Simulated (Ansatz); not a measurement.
Runs of Ansatz 0.2.0 on Bi. The structure is cubic, space group Im-3m (No. 229). Conventional cell: a = 3.963 Å, b = 3.963 Å, c = 3.963 Å, α = 90.00°, β = 90.00°, γ = 90.00°. Around Bi (site symmetry m-3m) lie 8 Bi at 3.43 Å. This isn't the form of Bi at room conditions, which is rhombohedral.

```tsv
task	level	spin	cell	k mesh	cutoff (eV)	smearing	points for each segment of the path	atoms under strain	mesh quality	gap on the mesh (eV)	pressure (GPa)	relaxed volume (Å³/atom)
band structure	PBEsol	off	as given	9 × 9 × 9	420	fermi-dirac 0.05 eV	14	-	not flagged	none	-2.0	-
relaxation of cell and atoms	PBEsol+D4	off	relaxed	9 × 9 × 9	420	fermi-dirac 0.05 eV	-	-	not flagged	-	0.0	29.17
single point	r2SCAN0	collinear, ferromagnetic start	as given	5 × 5 × 5	500	methfessel-paxton 0.2 eV	-	-	coarse	none	-2.9	-
relaxation of cell and atoms	revPBE+D3(BJ)	off	relaxed	9 × 9 × 9	420	fermi-dirac 0.05 eV	-	-	not flagged	none	0.0	(a)
band structure	r2SCAN	SOC, no magnetisation	as given	7 × 7 × 7	500	fermi-dirac 0.05 eV	14	-	not flagged	none	(c)	-
relaxation of cell and atoms	PBEsol	off	relaxed	9 × 9 × 9	420	fermi-dirac 0.05 eV	-	-	not flagged	-	0.0	30.05
relaxation of cell and atoms	revPBE	off	relaxed	9 × 9 × 9	420	fermi-dirac 0.05 eV	-	-	not flagged	none	0.0	(b)
relaxation of cell and atoms	revPBE+D4	off	relaxed	9 × 9 × 9	420	fermi-dirac 0.05 eV	-	-	not flagged	-	0.0	30.05
relaxation of cell and atoms	LDA	off	relaxed	9 × 9 × 9	420	fermi-dirac 0.05 eV	-	-	not flagged	-	0.0	29.35
relaxation of cell and atoms	PBEsol+D3(BJ)	off	relaxed	9 × 9 × 9	420	fermi-dirac 0.05 eV	-	-	not flagged	-	0.0	28.52
relaxation of cell and atoms	RPBE+D3(BJ)	off	relaxed	9 × 9 × 9	420	fermi-dirac 0.05 eV	-	-	not flagged	none	0.0	22.51
elastic constants	LDA	off	as given	7 × 7 × 7	420	fermi-dirac 0.05 eV	-	clamped	not flagged	none	-2.3	-
```

Alike in all rows: potentials or basis Ansatz PAW.

Fill in the values left out.

(a) 29.55; (b) 32.25; (c) 1.8.

Caveats: some runs use coarse meshes; the PAW data sets come from PBE, with cores solved anew for the run's functional, which leaves a small shift of forces and pressure; spin-orbit coupling is left out, which moves the levels of the heavy elements (some runs); the plane-wave basis is chosen anew once the cell has moved, so the energies of steps on either side of that aren't comparable (some runs); pairwise dispersion overbinds metals, which lowers pressure and volume (some runs); the thresholds are loose for stress (some runs); the volume moved by over 15 % at a fixed basis, so the end points are rough (some runs); the elastic tensor has a negative eigenvalue, so either the cell is unstable as it stands or the mesh is too thin (some runs).

A k mesh can miss the band edges, and rows without SOC leave out spin-orbit coupling on Bi.

A gap of «none» marks a metal or a gap under the smearing width.

Runs at the PBE level aren't shown here.
